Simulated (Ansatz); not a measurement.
# PbSe: the cost of one run

Program: Ansatz 0.2.0. Level of theory: DFT PBEsol, scalar-relativistic, plane waves, PAW. These are calculated values, not measurements.

## Step 1: The structure to begin with

The structure is tetragonal, space group P4/nmm (No. 129). Conventional cell: a = 5.244 Å, b = 5.244 Å, c = 3.995 Å, α = 90.00°, β = 90.00°, γ = 90.00°. Pb (site symmetry 4mm) is surrounded by 4 Se at 2.97 Å. Se (site symmetry -4m2) is surrounded by 4 Pb at 2.97 Å.

Coordinates:

```cif
data_structure
_symmetry_space_group_name_H-M 'P4/nmm:1'
_symmetry_Int_Tables_number 129
_cell_length_a 5.2443
_cell_length_b 5.2443
_cell_length_c 3.9948
_cell_angle_alpha 90.000
_cell_angle_beta 90.000
_cell_angle_gamma 90.000
_cell_volume 109.87
loop_
_atom_site_label
_atom_site_type_symbol
_atom_site_symmetry_multiplicity
_atom_site_Wyckoff_symbol
_atom_site_fract_x
_atom_site_fract_y
_atom_site_fract_z
_atom_site_occupancy
Pb1 Pb 2 c 0.50000 0.00000 0.34655 1
Se1 Se 2 a 0.00000 0.00000 0.00000 1
```

An earlier run at PBEsol left this cell at 27.467 Å³/atom and 0.01 GPa (6×6×8 mesh).

Volume factors to run: 0.980, 1.020, 0.960, 1.040.

## Step 2: At 0.980 of the relaxed volume

input.yaml reads:

```yaml
crystal:
  lattice:
    - [5.2090875002, 0.0, 0.0]
    - [0.0, 5.2090875002, 0.0]
    - [0.0, 0.0, 3.9680169434]
  atoms:
    - { symbol: Pb, position: [0.5, 0.0, 0.3465467582] }
    - { symbol: Pb, position: [0.0, 0.5, 0.6534532418] }
    - { symbol: Se, position: [0.0, 0.0, 0.0] }
    - { symbol: Se, position: [0.5, 0.5, 0.0] }
basis:
  ecutwfc: 420
  ecutrho_ratio: 4
kpoints:
  mp_grid: { grid: [6, 6, 8] }
hamiltonian:
  xc: pbesol
scf:
  occupations: { method: gaussian, width: 0.05 }
output:
  forces: true
  stress: true
  eigenvalues: true
relax:
  f_tol: 0.01
  max_steps: 40
  cell: { stress_tol: 0.1, fix: [volume] }
```

What time and memory should one allow on 4 threads of an Arm CPU, shared host?

About 22 s, with a peak of 0.54 GiB.
